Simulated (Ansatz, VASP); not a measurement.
**Cu: VASP beside Ansatz**

```
Cu
1.0
     2.49315    0.00000    0.00000
     0.00000    2.49315    0.00000
     0.00000    0.00000    3.50283
Cu
2
Cartesian
  0.0000 0.0000 0.0000
  1.2466 1.2466 1.7514
```

Alike in both runs: functional LDA; k mesh 16 × 16 × 12; occupations methfessel-paxton of order 1, width 0.1 eV; no spin polarisation.

Ansatz relaxed the structure, and its values are those at the end. VASP's run is a single point on that final structure, the one shown.

```csv
,VASP,Ansatz
version,VASP 6.6.1,Ansatz 0.2.0
potentials or method,"VASP PAW LDA potentials, release 64 (Cu)","scalar-relativistic, plane waves, PAW"
plane-wave cutoff (eV),520,420
valence electrons in the cell,22,38
```

|  | VASP | Ansatz | Ansatz less VASP |
| --- | --- | --- | --- |
| gap on the k mesh at the Fermi level (eV) | none | none | - |
| pressure (GPa) | 1.1 | 0.0 | -1.05 |

A gap of «none» marks a metal or a gap that the smearing closes. The two sets of potentials don't hold the same shells in valence.
